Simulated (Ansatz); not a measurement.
# MgO: the order of phases at one pressure

Which of rocksalt, CsCl, zincblende, wurtzite, NiAs has the lowest enthalpy for MgO at one common pressure? The runs shown use LAPW. Companion runs by PAW are cited.

Computed with Ansatz 0.2.0 (DFT, PBE, all-electron LAPW, scalar-relativistic, unless a step's input says otherwise).

## 1. The structure to begin with

Symmetry: Fm-3m, No. 225, cubic system. Conventional cell: a = 3.915 Å, b = 3.915 Å, c = 3.915 Å, α = 90.00°, β = 90.00°, γ = 90.00°. Mg (site symmetry m-3m) is surrounded by 6 O at 1.96 Å. O (site symmetry m-3m) has 6 Mg at 1.96 Å as nearest neighbours.

Coordinates:

```xyz
2
Lattice="0.0000 1.9574 1.9574 1.9574 0.0000 1.9574 1.9574 1.9574 0.0000" Properties=species:S:1:pos:R:3 pbc="T T T"
Mg    0.0000    0.0000    0.0000
O     1.9574    1.9574    1.9574
```

Atoms are numbered in the order of the input: Mg1, O2.

## 2. Rocksalt relaxed under pressure, LAPW

input.yaml reads:

```yaml
crystal:
  lattice:
    - [0.0, 1.9574405954, 1.9574405954]
    - [1.9574405954, 0.0, 1.9574405954]
    - [1.9574405954, 1.9574405954, 0.0]
  atoms:
    - { symbol: Mg, position: [0.0, 0.0, 0.0] }
    - { symbol: O, position: [0.5, 0.5, 0.5] }
kpoints:
  mp_grid: { grid: [17, 17, 17] }
scf:
  occupations: { method: fermi_dirac, width: 0.08 }
hamiltonian:
  xc: pbe
  pseudopotentials: { kind: all_electron, lapw: { basis_error: 0.0005 } }
output:
  forces: true
  stress: true
  eigenvalues: true
relax:
  f_tol: 0.005
  max_steps: 12
  cell: { p_target: 62.0, stress_tol: 0.031 }
```

The run is started by

```console
$ ansatz run input.yaml --threads 1 --pin off --max-ram 3584MiB --backend cpu --events-out ev --progress --plain --runs-dir out
```

Further steps of the session: CsCl relaxed under pressure, LAPW; Zincblende relaxed under pressure, LAPW; Wurtzite at the cell that PAW relaxed, LAPW; NiAs at the cell that PAW relaxed, LAPW.

Before running it: what results should come out? Wanted: pressure; lowest (for each run or level that gives them).

As calculated:

```
     quantity                                value
     pressure                               62 GPa
lowest (LAPW)  rocksalt, 186.3 meV/atom under NiAs
 lowest (PAW)  rocksalt, 186.5 meV/atom under NiAs
```

What this shows: By LAPW the order is rocksalt < NiAs < wurtzite < CsCl < zincblende. By PAW the order is rocksalt < NiAs < wurtzite < CsCl < zincblende. Some starts changed symmetry on relaxing: wurtzite ended as P6_3/mmc. The methods agree on the lowest phase. Only these structures were tried, with electrons smeared by 0.08 eV and without vibrations, so the true ground state may be another. The k meshes differ between phases and weren't tested, which can move differences by some meV.
